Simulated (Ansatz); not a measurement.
The system is TaN.

```
CELL_PARAMETERS angstrom
3.05000 0.00000 0.00000
-1.52500 2.64138 0.00000
0.00000 0.00000 4.94000
ATOMIC_POSITIONS crystal
Ta 0.33333 0.66667 0.00000
Ta 0.66667 0.33333 0.50000
N 0.33333 0.66667 0.38500
N 0.66667 0.33333 0.88500
```

| Item | Value |
| --- | --- |
| Program | Ansatz 0.2.0 |
| Task | relaxation of cell and atoms |
| Functional | r2SCAN |
| Potentials or basis | Ansatz PAW |
| Cutoff | 500 eV (not typed: the program's choice for these potentials) |
| k mesh | 10 × 10 × 6 |
| Occupations | fermi-dirac, width 0.05 eV |
| Spin | no spin polarisation |
| Hubbard terms | Ta d U = 8 eV |

At the start: volume 9.95 Å³/atom.

Task: Where does the relaxation end?

Result: It ends after 13 steps and the volume is 13.52 Å³/atom (+35.9 %); space group P6_3mc (No. 186, to 0.05 Å).

The path:
| step | energy change (eV) | largest force (eV/Å) | volume (Å³) |
| --- | --- | --- | --- |
| 1 | 0.0000 | 2.3743 | 39.80 |
| 2 | -3.7145 | 1.6613 | 45.29 |
| 3 | -5.2222 | 1.4500 | 49.21 |
| 4 | -6.0216 | 1.1187 | 52.12 |
| 5 | -6.4404 | 0.1684 | 53.89 |
| 6 | -6.6117 | 0.3057 | 53.95 |
| 7 | -6.6206 | 0.0361 | 54.04 |
| 8 | -6.6211 | 0.0144 | 53.91 |
| 9 | -6.6211 | 0.0002 | 53.90 |
| 10 | -6.6738 | 0.0048 | 53.90 |
| 11 | -6.6756 | 0.0048 | 54.07 |
| 12 | -6.6756 | 0.0010 | 54.08 |
| 13 | -6.6757 | 0.0011 | 54.08 |

Final structure:
```xyz
4
Lattice="3.1656 0.0000 0.0000 -1.5828 2.7415 0.0000 0.0000 0.0000 6.2316" Properties=species:S:1:pos:R:3 pbc="T T T"
Ta    0.0000    1.8277    0.1945
Ta    1.5828    0.9138    3.3103
N     0.0000    1.8277    2.2047
N     1.5828    0.9138    5.3205
```

Caveat: the electronic state changed during the relaxation; the volume moved by over 15 % at a fixed basis, so the end points are rough; the plane-wave basis is chosen anew once the cell has moved, so the energies of steps on either side of that aren't comparable; the PAW data sets come from PBE, with cores solved anew for the run's functional, which leaves a small shift of forces and pressure.
